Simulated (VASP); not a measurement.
Runs of VASP 6.6.1 on Be. It takes space group Pm-3m (No. 221, cubic). Conventional cell: a = 2.136 Å, b = 2.136 Å, c = 2.136 Å, α = 90.00°, β = 90.00°, γ = 90.00°. Be (site symmetry m-3m) has 6 Be at 2.14 Å as nearest neighbours. This isn't the form of Be at room conditions, which is hcp.

| task | cell | k mesh | cutoff (eV) | gap on the mesh (eV) | pressure (GPa) |
| --- | --- | --- | --- | --- | --- |
| single point | Pm-3m, 9.75 Å³/atom | 16 × 16 × 16 | 520 | none | 3.8 |
| single point | Pm-3m, 10.15 Å³/atom | 24 × 24 × 24 | 520 | none | 0.4 |
| relaxation of cell and atoms | relaxed | 15 × 15 × 15 | 600 | none | 0.0 |
| single point | Pm-3m, 10.56 Å³/atom | 16 × 16 × 16 | 520 | none | -2.5 |
| single point | Pm-3m, 10.15 Å³/atom | 15 × 15 × 15 | 520 | none | (a) |

Alike in all rows: level PBEsol; potentials or basis VASP PAW PBE potentials, release 64 (Be); no spin polarisation; smearing fermi-dirac 0.1 eV.

Q: Fill in the values left out.

A: (a) 0.2.

Caveats: the PAW data sets were made with another functional, which shifts forces and pressure a little; the volume moved by over 15 % at a fixed basis, so the end points are rough (some runs).

A gap of «none» marks a metal or a gap under the smearing width.
